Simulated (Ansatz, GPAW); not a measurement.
Given: the input of a run of Ansatz 0.2.0 on Pb. This isn't the form of Pb at room conditions, which is fcc.

input.yaml

```yaml
crystal:
  lattice:
    - [3.42887095, 0.0, 0.0]
    - [-1.1429569831, 3.2327705342, 0.0]
    - [-1.1429569831, -1.6163852665, 2.7996614075]
  atoms:
    - { symbol: Pb, position: [0.0, 0.0, 0.0] }
kpoints:
  mp_grid: { grid: [9, 9, 9] }
scf:
  occupations: { method: gaussian, width: 0.02 }
hamiltonian:
  xc: pbesol
  pseudopotentials: { kind: all_electron, lapw: { basis_error: 0.001 } }
output:
  forces: true
  stress: true
  eigenvalues: true
```

Potentials or basis: all-electron LAPW, scalar-relativistic.

Run with:

```sh
$ ansatz run input.yaml --threads 1 --pin off --max-ram 3072MiB --backend cpu --events-out ev --progress --plain --runs-dir out
```

Translate it to GPAW 26.7.0 (ASE script). Potentials or basis there: PAW data sets generated for this functional, cutoff 600 eV.

As run (cutoffs and basis follow the program's own potentials, and thresholds, step limits or extra output files can differ):

run.py

```python
from ase.dft.bandgap import bandgap
from ase.io import read, write
from ase.units import GPa
from gpaw import GPAW, PW, setup_paths

setup_paths.insert(0, '.')

atoms = read('POSCAR')

calc = GPAW(mode=PW(600),
            xc='PBEsol',
            kpts={'size': (9, 9, 9), 'gamma': True},
            occupations={'name': 'methfessel-paxton', 'order': 0, 'width': 0.02},
            nbands=14,
            convergence={'density': 1e-05, 'energy': 1e-05},
            maxiter=150,
            txt='gpaw.txt')
atoms.calc = calc
energy = atoms.get_potential_energy()
forces = atoms.get_forces()
stress = atoms.get_stress()
calc.write('gs.gpw')
write('result.traj', atoms)
print(f'Energy: {energy:.6f} eV')
print('Forces (eV/A):')
print(forces.round(4))
print('Stress (GPa):', (stress / GPa).round(3))
print('Fermi level:', round(calc.get_fermi_level(), 4), 'eV')
print(f'Gap: {bandgap(calc)[0]:.4f} eV, direct: {bandgap(calc, direct=True)[0]:.4f} eV')
```

File POSCAR:

```
Pb
1.0
    3.4288709500      0.0000000000      0.0000000000
   -1.1429569831      3.2327705342      0.0000000000
   -1.1429569831     -1.6163852665      2.7996614075
Pb
1
Direct
    0.0000000000      0.0000000000      0.0000000000
```

Potentials or basis: PAW data sets generated in the run's folder for this functional, pw.

The run is started by

```console
$ gpaw-setup -f PBEsol Pb
$ OMP_NUM_THREADS=1 python run.py
```

Both were run:

|  | Ansatz | GPAW |
| --- | --- | --- |
| Pressure | -2.0 GPa | -2.3 GPa |

Where Ansatz's input types no cutoff or centring, it takes its own default and a Γ-centred mesh.

Pressure is positive in compression.
